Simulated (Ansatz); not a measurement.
Run on Pt (hcp type): DFT, PBE, all-electron LAPW, scalar-relativistic (Ansatz 0.2.0).

The cell comes from a relaxation on PAW files under the same functional, begun from a prototype that needn't be the stable phase.

Command: `ansatz run input.yaml --threads 1 --pin off --max-ram 2048MiB --backend cpu --events-out ev --progress --plain --runs-dir out` It took 62 s on 1 thread of AMD EPYC 7R43 64-Core Processor (Zen 3), with other jobs on the host, peak memory 0.71 GiB.

```yaml
crystal:
  lattice:
    - [2.7597904092, 0.0, 0.0]
    - [-1.3798952046, 2.3900486035, 0.0]
    - [0.0, 0.0, 4.7788292069]
  atoms:
    - { symbol: Pt, position: [0.3333333333, 0.6666666667, 0.25] }
    - { symbol: Pt, position: [0.6666666667, 0.3333333333, 0.75] }
kpoints:
  mp_grid: { grid: [15, 15, 8] }
  band_path:
    path:
      - [0.0, 0.0, 0.0]
      - [0.5, 0.0, 0.0]
      - [0.3333333333, 0.3333333333, 0.0]
      - [0.0, 0.0, 0.0]
      - [0.0, 0.0, 0.5]
      - [0.5, 0.0, 0.5]
      - [0.3333333333, 0.3333333333, 0.5]
      - [0.0, 0.0, 0.5]
      - [0.5, 0.0, 0.5]
    npoints: 14
scf:
  occupations: { method: fermi_dirac, width: 0.05 }
hamiltonian:
  xc: pbe
  pseudopotentials: { kind: all_electron, lapw: { basis_error: 0.001 } }
output:
  forces: true
  stress: true
  eigenvalues: true
  populations: true
  dos: { projected: true, de: 0.2, e_range: [-14, 8] }
```

Output:

```
Pt: projections on atomic orbitals take those of the free atom 1s2 2s2 2p6 3s2 3p6 3d10 4s2 4p6 4d10 4f14 5s2 5p6 5d9 6s1, of charge +0.00 (hamiltonian.pseudopotentials.projection_atoms)
LAPW: plane waves up to 8.470 Å⁻¹, error target 1.0e-3 eV per atom; small_component_spin mean_spin; Pt in spheres of 1.380 Å, 42 of its electrons in bands, Dirac shells [] (how accurate: hamiltonian.pseudopotentials.lapw.basis_error, Limitations)
Engine: ansatz 0.2.0
Pseudopotentials: kind: all_electron
Pseudopotential: Pt, LAPW, valence charge 42, lapw/all_electron/scalar/gaussian/Pt, Koelling and Harmon's equation, gaussian nucleus
Functional definition: PBE
  parameter kappa = 0.804
  parameter beta = 0.06672455060314922
  exchange = pbe_x(kappa = kappa, mu = beta*pi^2/3)
  correlation = pbe_c(beta = beta)
Crystal: 2 atoms, lattice volume = 31.521 Å³
Basis set: ecut = 273.3494582863158 eV, 337 PW (Γ), exchange–correlation at level 2
Bands: 51, of which v1, the nominal top of the filled ones, is band 42 counted from 1 (41 counted from 0)
Symmetry: 24 space group operations
Space group: P63/mmc (ITA 194), of the structure as read, at distance tolerance 3.2e-5 Å
k-points: 135 of 1800
Non-local potential: Pt, projectors of the file, none
Initial density: superposition of atomic densities (chi_scale 0.1, normalization cell)
Initial wavefunctions: plane waves of lowest kinetic energy (no species holds an atomic orbital)
Functional: x = pbe(κ = 0.804, μ = 0.2195149727645171), c = pbe(β = 0.06672455060314922)
iter 1 solved again at ethr=2.35e-4 eV; its pass at ethr=1.00e-1 eV (dr2=1.97e-1 eV) is discarded
SCF iter   1: F=—  HF=-1001915.227386 eV  |F-HF|=—  |Δ(HF+E_count)|=         —  Δρ=3.31e-2  dr2=1.97e-1  ethr=2.35e-4  ⟨swp⟩=3.0  Hψ=42793  notcnv=0
preconditioner: auto → LDOS  [metal: Δε(μ)=0.005 eV  Ē_g=14.422 eV  σ=0.050 eV  W_gap=0.03  n_scr=22 (ndim 8)  ℏωp=29.6 eV  f_vac=0.012  D(μ)=3.34/eV (n_scr^D=36)  β→1.0]
SCF iter   2: F=—  HF=-1001915.133344 eV  |F-HF|=—  |Δ(HF+E_count)|=   9.40e-2  Δρ=1.13e-2  dr2=2.22e-2  ethr=2.35e-4  ⟨swp⟩=3.0  Hψ=22168  notcnv=0
preconditioner: auto → Kerker (q_TF=auto, 3.212 Å⁻¹)  [metal: Δε(μ)=0.008 eV  Ē_g=14.967 eV  σ=0.050 eV  W_gap=0.04  n_scr=22 (ndim 8)  ℏωp=29.6 eV  f_vac=0.000  D(μ)=4.10/eV (n_scr^D=66)  β→0.5]
SCF iter   3: F=—  HF=-1001914.549850 eV  |F-HF|=—  |Δ(HF+E_count)|=   5.83e-1  Δρ=8.36e-3  dr2=1.33e-2  ethr=2.64e-5  ⟨swp⟩=3.0  Hψ=22620  notcnv=0
SCF iter   4: F=—  HF=-1001914.545912 eV  |F-HF|=—  |Δ(HF+E_count)|=         —  Δρ=4.11e-3  dr2=4.02e-3  ethr=1.58e-5  ⟨swp⟩=2.0  Hψ=20078  notcnv=0
the basis was enlarged: its passes take 636.6 KiB over the memory plan, 1 of 1 planned eigensolver slots
SCF iter   5: F=—  HF=-1001914.546979 eV  |F-HF|=—  |Δ(HF+E_count)|=   1.07e-3  Δρ=1.61e-3  dr2=8.71e-4  ethr=4.79e-6  ⟨swp⟩=2.0  Hψ=20077  notcnv=0
iter 6 solved again at ethr=5.15e-8 eV; its pass at ethr=1.04e-6 eV (dr2=4.33e-5 eV) is discarded
SCF iter   6: F=—  HF=-1001914.547218 eV  |F-HF|=—  |Δ(HF+E_count)|=   2.39e-4  Δρ=3.97e-4  dr2=4.32e-5  ethr=5.15e-8  ⟨swp⟩=2.0  Hψ=34215  notcnv=0
SCF iter   7: F=—  HF=-1001914.547213 eV  |F-HF|=—  |Δ(HF+E_count)|=   4.56e-6  Δρ=1.80e-4  dr2=5.54e-6  ethr=5.15e-8  ⟨swp⟩=2.0  Hψ=20077  notcnv=0
SCF iter   8: F=—  HF=-1001914.547215 eV  |F-HF|=—  |Δ(HF+E_count)|=   2.09e-6  Δρ=4.42e-5  dr2=4.64e-7  ethr=6.60e-9  ⟨swp⟩=2.6  Hψ=20205  notcnv=0
SCF iter   9: F=-1001914.547215 eV  HF=-1001914.547215 eV  |F-HF|=1.09e-8  |Δ(HF+E_count)|=   4.31e-8  Δρ=1.17e-5  dr2=4.31e-8  ethr=5.52e-10  ⟨swp⟩=2.1  Hψ=20085  notcnv=0
SCF 1 converged in 9 iterations: F = -1001914.547215 eV  dr2 = 4.31e-8
NSCF: frozen V_eff on 113 k-points
SCF converged after 9 iterations
Free energy (F): -1001914.547215 eV
Harris-Foulkes:  -1001914.547215 eV  (|F-HF|=1.09e-8)
Internal energy: -1001914.515468 eV  (E = F + TS)
E sigma→0 (E₀):  -1001914.531342 eV
Entropy (-TS):   -0.031747 eV (-15.874 meV/atom)
Fermi energy:    27.283544 eV
--- Per-component energies (eV) ---
  E_band       = -6730.830871
  E_kinetic    = 1137776.028117
  E_xc         = -19387.478730
  E_electrostatic = -2120303.064855  (all electrons and nuclei)
  E_smearing   = -0.031747  (= −TS)
  E_closure    = 0.000000  (closes the sum)
  E_atoms      = -1001902.435662  (free atoms, spherical and without spin; not in F)
  Σ components = -1001914.547215   (vs F -1001914.547215, Δ=0.00e0)
  Basis errors (estimates in eV, not in F): energy 2.5e-4 per atom: plane waves 2.2e-4 (1.1e-4 summed), levels above the bands 5.6e-164, relativity 7.3e-8, radial functions 3.4e-5, core shells 1.2e-7; eigenvalues (radial functions only) 3.4e-6; not estimated: angular momenta, meshes, grids; target (lapw.basis_error) 1.0e-3; muffin-tin radii Pt 1.380 Å
--- Forces (eV/Å), atoms counted from 1 ---
  atom   1  Pt    -0.00000000     0.00000000     0.00000000
  atom   2  Pt     0.00000000    -0.00000000    -0.00000000
  max |Σ_I F_I| component: 0.00e0 eV/Å
--- Stress (GPa, compression-positive) ---
       -0.066055      -0.000000      -0.000000
       -0.000000      -0.066055      -0.000000
       -0.000000      -0.000000       0.018485
  P = ⅓ Tr σ = -0.0379 GPa (-0.379 kbar)
--- Band table (eV; the first three rows and the last of 135) ---
  k-point 0: bands = ["-275.8367", "-275.8367", "-275.8367", "-275.8367", "-275.7801", "-275.7801", "-275.7544", "-275.7544", "-275.7544", "-275.7544", "-71.0245", "-71.0049", "-39.5882", "-39.5881", "-39.5842", "-39.5841", "-39.5067", "-39.5056", "-39.5045", "-39.5045", "-39.5044", "-39.5044", "-39.4995", "-39.4995", "-39.4982", "-39.4982", "-25.3163", "-25.1110", "-25.1110", "-25.0700", "-25.0700", "-24.9816", "17.5576", "20.2084", "23.3454", "23.8574", "23.8574", "24.2278", "24.2278", "25.4616", "25.4616", "26.5606", "27.0606", "27.0606", "32.0147", "42.3523", "42.9781", "44.5162", "48.2842", "48.2842", "49.5831"]
  k-point 1: bands = ["-275.8367", "-275.8367", "-275.8367", "-275.8367", "-275.7801", "-275.7801", "-275.7544", "-275.7544", "-275.7544", "-275.7544", "-71.0237", "-71.0056", "-39.5882", "-39.5881", "-39.5842", "-39.5841", "-39.5066", "-39.5056", "-39.5045", "-39.5045", "-39.5044", "-39.5044", "-39.4995", "-39.4995", "-39.4983", "-39.4983", "-25.3038", "-25.1094", "-25.1094", "-25.0716", "-25.0716", "-24.9946", "17.6919", "20.1896", "23.3113", "23.8370", "23.8370", "24.1883", "24.1883", "25.5613", "25.5613", "25.9450", "27.0336", "27.0336", "32.8804", "41.9038", "43.4824", "44.2287", "47.7280", "47.7280", "50.5258"]
  k-point 2: bands = ["-275.8367", "-275.8367", "-275.8367", "-275.8367", "-275.7801", "-275.7801", "-275.7544", "-275.7544", "-275.7544", "-275.7544", "-71.0216", "-71.0078", "-39.5881", "-39.5881", "-39.5841", "-39.5841", "-39.5065", "-39.5057", "-39.5045", "-39.5045", "-39.5044", "-39.5044", "-39.4993", "-39.4993", "-39.4984", "-39.4984", "-25.2681", "-25.1050", "-25.1050", "-25.0760", "-25.0760", "-25.0315", "18.0782", "20.0955", "23.2337", "23.8046", "23.8046", "24.0871", "24.0871", "24.7967", "25.8191", "25.8191", "26.9397", "26.9397", "34.7960", "41.3900", "43.6117", "43.7884", "47.2176", "47.2176", "49.6755"]
  k-point 134: bands = ["-275.8367", "-275.8367", "-275.8367", "-275.8367", "-275.7801", "-275.7801", "-275.7544", "-275.7544", "-275.7544", "-275.7544", "-70.9879", "-70.9879", "-39.5879", "-39.5879", "-39.5857", "-39.5857", "-39.5051", "-39.5051", "-39.5039", "-39.5039", "-39.5039", "-39.5039", "-39.5001", "-39.5001", "-39.5001", "-39.5001", "-25.3841", "-25.3841", "-25.3566", "-25.3566", "-25.0680", "-25.0680", "22.1859", "22.1859", "22.7870", "22.7870", "23.6274", "23.6274", "24.8838", "24.8838", "27.1130", "27.1130", "33.8565", "33.8565", "33.8834", "33.8834", "36.0813", "36.0813", "44.8221", "44.8221", "46.4414"]
--- Löwdin populations: 2 sites ---
  site symbol       q [e]
     0     Pt     77.8628
     1     Pt     77.8628
  spilling = 0.001759 (of n_electrons = 156.000000)
```

populations.tsv:

```
# site	symbol	l	j	q
# orbitals = lowdin
# n_electrons = 156.000000
# spilling = 0.001759
# projection_atom_Pt: 1s2 2s2 2p6 3s2 3p6 3d10 4s2 4p6 4d10 4f14 5s2 5p6 5d9 6s1
0	Pt	0_1S	-	2.000000
0	Pt	0_2S	-	1.999993
0	Pt	0_3S	-	1.999912
0	Pt	0_4S	-	1.999128
0	Pt	0_5S	-	1.987048
0	Pt	0_6S	-	0.962826
0	Pt	1_2P	-	6.000000
0	Pt	1_3P	-	6.000000
0	Pt	1_4P	-	5.999985
0	Pt	1_5P	-	5.998156
0	Pt	2_3D	-	10.000000
0	Pt	2_4D	-	9.999992
0	Pt	2_5D	-	8.915794
0	Pt	3_4F	-	13.999992
1	Pt	0_1S	-	2.000000
1	Pt	0_2S	-	1.999993
1	Pt	0_3S	-	1.999912
1	Pt	0_4S	-	1.999128
1	Pt	0_5S	-	1.987048
1	Pt	0_6S	-	0.962826
1	Pt	1_2P	-	6.000000
1	Pt	1_3P	-	6.000000
1	Pt	1_4P	-	5.999985
1	Pt	1_5P	-	5.998156
1	Pt	2_3D	-	10.000000
1	Pt	2_4D	-	9.999992
1	Pt	2_5D	-	8.915794
1	Pt	3_4F	-	13.999992
```

Next run (volume at 0.9 of the series' base cell), as changes to the input before:

```diff
   lattice:
-    - [2.7597904092, 0.0, 0.0]
-    - [-1.3798952046, 2.3900486035, 0.0]
-    - [0.0, 0.0, 4.7788292069]
+    - [2.6758931777, 0.0, 0.0]
+    - [-1.3379465889, 2.3173914697, 0.0]
+    - [0.0, 0.0, 4.5748691432]
   atoms:
   mp_grid: { grid: [15, 15, 8] }
-  band_path:
-    path:
-      - [0.0, 0.0, 0.0]
-      - [0.5, 0.0, 0.0]
-      - [0.3333333333, 0.3333333333, 0.0]
-      - [0.0, 0.0, 0.0]
-      - [0.0, 0.0, 0.5]
-      - [0.5, 0.0, 0.5]
-      - [0.3333333333, 0.3333333333, 0.5]
-      - [0.0, 0.0, 0.5]
-      - [0.5, 0.0, 0.5]
-    npoints: 14
 scf:
   populations: true
-  dos: { projected: true, de: 0.2, e_range: [-14, 8] }
```

Results part of the output:

```
SCF 1 converged in 9 iterations: F = -1001914.250905 eV  dr2 = 2.36e-8
SCF converged after 9 iterations
Free energy (F): -1001914.250905 eV
Harris-Foulkes:  -1001914.250905 eV  (|F-HF|=6.87e-9)
Internal energy: -1001914.221990 eV  (E = F + TS)
E sigma→0 (E₀):  -1001914.236447 eV
Entropy (-TS):   -0.028915 eV (-14.458 meV/atom)
Fermi energy:    31.174261 eV
--- Per-component energies (eV) ---
  E_band       = -6438.343222
  E_kinetic    = 1137794.753490
  E_xc         = -19390.898031
  E_electrostatic = -2120318.077449  (all electrons and nuclei)
  E_smearing   = -0.028915  (= −TS)
  E_closure    = 0.000000  (closes the sum)
  E_atoms      = -1001902.435662  (free atoms, spherical and without spin; not in F)
  Σ components = -1001914.250905   (vs F -1001914.250905, Δ=0.00e0)
[... lines left out ...]
  atom   2  Pt     0.00000000     0.00000000     0.00000000
  max |Σ_I F_I| component: 0.00e0 eV/Å
--- Stress (GPa, compression-positive) ---
       33.670066       0.000000       0.000000
        0.000000      33.670066       0.000000
        0.000000       0.000000      33.839891
  P = ⅓ Tr σ = 33.7267 GPa (337.267 kbar)
--- Band table (eV; the first three rows and the last of 135) ---
  k-point 0: bands = ["-272.2674", "-272.2674", "-272.2674", "-272.2674", "-272.2167", "-272.2167", "-272.1914", "-272.1914", "-272.1914", "-272.1914", "-67.5300", "-67.4942", "-36.0244", "-36.0243", "-36.0183", "-36.0181", "-35.9501", "-35.9482", "-35.9459", "-35.9459", "-35.9457", "-35.9457", "-35.9422", "-35.9422", "-35.9400", "-35.9400", "-21.9527", "-21.5675", "-21.5675", "-21.5026", "-21.5026", "-21.4304", "20.2642", "23.0400", "26.6027", "27.1109", "27.1109", "27.5814", "27.5814", "28.8944", "28.8944", "30.0722", "30.8910", "30.8910", "36.8132", "45.9498", "46.9807", "48.4247", "53.1277", "53.1277", "53.8294"]
  k-point 1: bands = ["-272.2674", "-272.2674", "-272.2674", "-272.2674", "-272.2167", "-272.2167", "-272.1914", "-272.1914", "-272.1914", "-272.1914", "-67.5287", "-67.4956", "-36.0244", "-36.0243", "-36.0183", "-36.0182", "-35.9501", "-35.9482", "-35.9460", "-35.9460", "-35.9458", "-35.9458", "-35.9421", "-35.9421", "-35.9400", "-35.9400", "-21.9333", "-21.5651", "-21.5651", "-21.5051", "-21.5051", "-21.4509", "20.4176", "23.0334", "26.5558", "27.0808", "27.0808", "27.5286", "27.5286", "29.0249", "29.0249", "29.4372", "30.8636", "30.8636", "37.6985", "45.5370", "47.5757", "48.0806", "52.1863", "52.1863", "55.2185"]
  k-point 2: bands = ["-272.2674", "-272.2674", "-272.2674", "-272.2674", "-272.2167", "-272.2167", "-272.1914", "-272.1914", "-272.1914", "-272.1914", "-67.5248", "-67.4995", "-36.0244", "-36.0243", "-36.0183", "-36.0182", "-35.9499", "-35.9485", "-35.9461", "-35.9461", "-35.9459", "-35.9459", "-35.9417", "-35.9417", "-35.9401", "-35.9401", "-21.8780", "-21.5580", "-21.5580", "-21.5121", "-21.5121", "-21.5088", "20.8568", "22.9726", "26.4462", "27.0329", "27.0329", "27.3944", "27.3944", "28.1924", "29.3583", "29.3583", "30.7599", "30.7599", "39.7075", "45.1027", "47.3555", "48.2133", "51.4968", "51.4968", "54.3153"]
  k-point 134: bands = ["-272.2674", "-272.2674", "-272.2674", "-272.2674", "-272.2167", "-272.2167", "-272.1914", "-272.1914", "-272.1914", "-272.1914", "-67.4699", "-67.4699", "-36.0240", "-36.0240", "-36.0206", "-36.0206", "-35.9477", "-35.9477", "-35.9450", "-35.9450", "-35.9450", "-35.9450", "-35.9429", "-35.9429", "-35.9428", "-35.9428", "-21.9662", "-21.9662", "-21.9097", "-21.9097", "-21.5574", "-21.5574", "25.0956", "25.0956", "25.8061", "25.8061", "26.8595", "26.8595", "28.3287", "28.3287", "30.9592", "30.9592", "38.1942", "38.1942", "38.4865", "38.4865", "40.6990", "40.6990", "49.7811", "49.7811", "51.1853"]
--- Löwdin populations: 2 sites ---
  site symbol       q [e]
     0     Pt     77.8557
     1     Pt     77.8557
  spilling = 0.001850 (of n_electrons = 156.000000)
```

Next run (volume at 0.8 of the series' base cell), as changes to the input before:

```diff
   lattice:
-    - [2.6758931777, 0.0, 0.0]
-    - [-1.3379465889, 2.3173914697, 0.0]
-    - [0.0, 0.0, 4.5748691432]
+    - [2.580068501, 0.0, 0.0]
+    - [-1.2900342505, 2.2344048653, 0.0]
+    - [0.0, 0.0, 4.374226075]
   atoms:
```

Command: `ansatz run input.yaml --threads 1 --pin off --max-ram 2048MiB --backend cpu --events-out ev --progress --plain --runs-dir out` It took 51 s on 1 thread of AMD EPYC 7R43 64-Core Processor (Zen 3), with other jobs on the host, peak memory 0.7 GiB.

Results part of the output:

```
SCF 1 converged in 9 iterations: F = -1001913.025359 eV  dr2 = 1.23e-8
SCF converged after 9 iterations
Free energy (F): -1001913.025359 eV
Harris-Foulkes:  -1001913.025359 eV  (|F-HF|=2.91e-9)
Internal energy: -1001913.000235 eV  (E = F + TS)
E sigma→0 (E₀):  -1001913.012797 eV
Entropy (-TS):   -0.025125 eV (-12.562 meV/atom)
Fermi energy:    36.035426 eV
--- Per-component energies (eV) ---
  E_band       = -6072.957177
  E_kinetic    = 1137823.037964
  E_xc         = -19395.649071
  E_electrostatic = -2120340.389127  (all electrons and nuclei)
  E_smearing   = -0.025125  (= −TS)
  E_closure    = -0.000000  (closes the sum)
  E_atoms      = -1001902.435662  (free atoms, spherical and without spin; not in F)
  Σ components = -1001913.025359   (vs F -1001913.025359, Δ=0.00e0)
[... lines left out ...]
  atom   2  Pt     0.00000000     0.00000000     0.00000000
  max |Σ_I F_I| component: 3.70e-17 eV/Å
--- Stress (GPa, compression-positive) ---
       97.629301       0.000000       0.000000
        0.000000      97.629301       0.000000
        0.000000       0.000000      97.757457
  P = ⅓ Tr σ = 97.6720 GPa (976.720 kbar)
--- Band table (eV; the first three rows and the last of 135) ---
  k-point 0: bands = ["-267.7938", "-267.7938", "-267.7938", "-267.7938", "-267.7470", "-267.7470", "-267.7225", "-267.7225", "-267.7225", "-267.7225", "-63.1829", "-63.1163", "-31.5613", "-31.5610", "-31.5512", "-31.5510", "-31.4917", "-31.4880", "-31.4858", "-31.4858", "-31.4854", "-31.4854", "-31.4825", "-31.4825", "-31.4786", "-31.4786", "-17.8106", "-17.1413", "-17.1413", "-17.0385", "-17.0385", "-16.9838", "23.6919", "26.5266", "30.5991", "31.1269", "31.1269", "31.7240", "31.7240", "33.1816", "33.1816", "34.4982", "35.6704", "35.6704", "42.7644", "50.3647", "51.7061", "53.2158", "59.0642", "59.0642", "59.1611"]
  k-point 1: bands = ["-267.7938", "-267.7938", "-267.7938", "-267.7938", "-267.7470", "-267.7470", "-267.7225", "-267.7225", "-267.7225", "-267.7225", "-63.1804", "-63.1189", "-31.5613", "-31.5611", "-31.5512", "-31.5510", "-31.4915", "-31.4882", "-31.4860", "-31.4860", "-31.4856", "-31.4856", "-31.4822", "-31.4822", "-31.4786", "-31.4786", "-17.7803", "-17.1375", "-17.1375", "-17.0425", "-17.0425", "-17.0166", "23.8689", "26.5365", "30.5374", "31.0857", "31.0857", "31.6547", "31.6547", "33.3500", "33.3500", "33.8308", "35.6444", "35.6444", "43.6738", "49.9358", "52.4395", "52.8009", "57.6036", "57.6036", "61.1429"]
  k-point 2: bands = ["-267.7938", "-267.7938", "-267.7938", "-267.7938", "-267.7470", "-267.7470", "-267.7225", "-267.7225", "-267.7225", "-267.7225", "-63.1732", "-63.1261", "-31.5612", "-31.5611", "-31.5512", "-31.5510", "-31.4911", "-31.4885", "-31.4863", "-31.4863", "-31.4859", "-31.4859", "-31.4814", "-31.4814", "-31.4788", "-31.4788", "-17.6936", "-17.1264", "-17.1264", "-17.1092", "-17.0537", "-17.0537", "24.3719", "26.5236", "30.3929", "31.0205", "31.0205", "31.4799", "31.4799", "32.4599", "33.7768", "33.7768", "35.5320", "35.5320", "45.7756", "49.5206", "51.9423", "53.4814", "56.7349", "56.7349", "60.0118"]
  k-point 134: bands = ["-267.7938", "-267.7938", "-267.7938", "-267.7938", "-267.7470", "-267.7470", "-267.7225", "-267.7225", "-267.7225", "-267.7225", "-63.0786", "-63.0786", "-31.5605", "-31.5605", "-31.5549", "-31.5549", "-31.4873", "-31.4873", "-31.4847", "-31.4847", "-31.4842", "-31.4842", "-31.4835", "-31.4835", "-31.4830", "-31.4830", "-17.7522", "-17.7522", "-17.6445", "-17.6445", "-17.1704", "-17.1704", "28.7030", "28.7030", "29.5495", "29.5495", "30.8899", "30.8899", "32.5861", "32.5861", "35.7548", "35.7548", "43.6649", "43.6649", "44.2844", "44.2844", "46.5423", "46.5423", "55.8065", "55.8065", "56.9824"]
--- Löwdin populations: 2 sites ---
  site symbol       q [e]
     0     Pt     77.8482
     1     Pt     77.8482
  spilling = 0.001946 (of n_electrons = 156.000000)
```

Spin–orbit coupling is left out, which matters for the heavy atoms.
